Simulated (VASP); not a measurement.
## VASP inputs for CdSe (strained zincblende)

INCAR

```
IBRION = -1
ISIF = 2
METAGGA = R2SCAN
EDIFF = 1E-7
NSW = 0
LASPH = .TRUE.
SIGMA = 0.01
PREC = Accurate
LCHARG = .FALSE.
LREAL = .FALSE.
NELM = 120
ISMEAR = 0
ALGO = Normal
NBANDS = 16
LWAVE = .FALSE.
ENCUT = 520
```

KPOINTS

```
KPOINTS created by Atomic Simulation Environment
0
Gamma
8 8 8
0 0 0
```

KPOINTS_OPT

```
special points
6
Reciprocal
0.0000000000 0.0000000000 0.0000000000 1
-0.5000000000 -0.5000000000 0.0000000000 1
-0.3750000000 -0.3750000000 0.2500000000 1
-0.3750000000 0.0000000000 0.3750000000 1
0.0000000000 0.0000000000 0.5000000000 1
-0.5000000000 -0.2500000000 0.2500000000 1
```

POSCAR

```
Cd Se
 1.0000000000000000
     0.0000000000000000    3.1598143944000001    3.1598143944000001
     3.1598143944000001    0.0000000000000000    3.1598143944000001
     3.1598143944000001    3.1598143944000001    0.0000000000000000
 Cd  Se
   1   1
Cartesian
  0.0000000000000000  0.0000000000000000  0.0000000000000000
  1.5799071971999998  1.5799071971999998  1.5799071971999998
```

VASP ran with the recommended PBE PAW datasets (18 valence electrons in the cell).

Task: Predict the results.

Result: gap between bands v and c 0.83 eV; least direct gap 0.83 eV; pressure -3.6 GPa.

Band v is the last that the valence electrons fill when counted band by band, and c is the next. Levels in eV from the top of v:

| point | v−1 | v | c | c+1 |
| --- | --- | --- | --- | --- |
| Γ | 0.00 | 0.00 | 0.83 | 6.44 |
| X | -1.52 | -1.52 | 3.63 | 3.99 |
| K | -2.09 | -1.24 | 4.05 | 5.29 |
| L | -0.61 | -0.61 | 2.68 | 6.87 |
| W | -1.88 | -1.79 | 5.01 | 5.49 |
